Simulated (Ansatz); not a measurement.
# N under changes of volume

One of the cells (21.491 Å³/atom); the others are scaled copies at fixed shape and fractional positions:

```
CELL_PARAMETERS angstrom
5.56052 0.00000 0.00000
0.00000 5.56052 0.00000
0.00000 0.00000 5.56052
ATOMIC_POSITIONS crystal
N 0.05740 0.44260 0.55740
N 0.44260 0.55740 0.05740
N 0.55740 0.05740 0.44260
N 0.94260 0.94260 0.94260
N 0.94260 0.55740 0.44260
N 0.55740 0.44260 0.94260
N 0.44260 0.94260 0.55740
N 0.05740 0.05740 0.05740
```

| Property | Result |
| --- | --- |
| Program | Ansatz 0.2.0 |
| Functional | PBEsol |
| Potentials or basis | all-electron LAPW, scalar-relativistic |
| Cutoff | 956 eV (chosen from the basis error) |
| Basis error allowed | 0.001 eV/atom |
| k mesh | 5 × 5 × 5 |
| Occupations | fermi-dirac, width 0.05 eV |
| Spin | no spin polarisation |

| volume (Å³/atom) | energy over the lowest point (meV/atom) | pressure (GPa) | gap on the mesh (eV) | largest force (eV/Å) |
| --- | --- | --- | --- | --- |
| 20.201 | ? | ? | ? | ? |
| 20.631 | 4.64 | 2.5 | 7.35 | 1.322 |
| 21.061 | 0.20 | 0.8 | 7.30 | 0.202 |
| 21.491 | 0.00 | -0.7 | 7.25 | 0.846 |
| 21.921 | 3.66 | -2.0 | 7.20 | 1.827 |
| 22.351 | 10.82 | -3.3 | 7.15 | 2.746 |
| 22.780 | 21.17 | -4.4 | 7.10 | 3.606 |

Problem. What does the run at 20.201 Å³/atom give?

Solution. Energy over the lowest point 13.75 meV/atom; pressure 4.3 GPa; gap on the mesh 7.40 eV; largest force 2.521 eV/Å.

Worked out: A Birch-Murnaghan fit of order 3 (a polynomial in V^(-2/3)) to the other rows has its minimum at 21.30 Å³/atom with B0 = V·E''(V) = 74 GPa and B' = 3.6 at fixed shape and positions, which overstates the stiffness. It gives 13.73 meV/atom at 20.201 Å³/atom, against the run's 13.75, and -dE/dV = 4.3 GPa, against 4.3. A straight line through the other rows of the gap, of slope -2.52 eV per unit of ln V, extrapolates to 7.40 eV, against the run's 7.40.

Energies are extrapolated to zero smearing.

Caveats: an odd mesh through Γ misses points on the zone boundary, where band edges often lie; forces of over 1 eV/Å show positions far from the minimum, so gaps and moduli don't describe the material at rest (some runs).
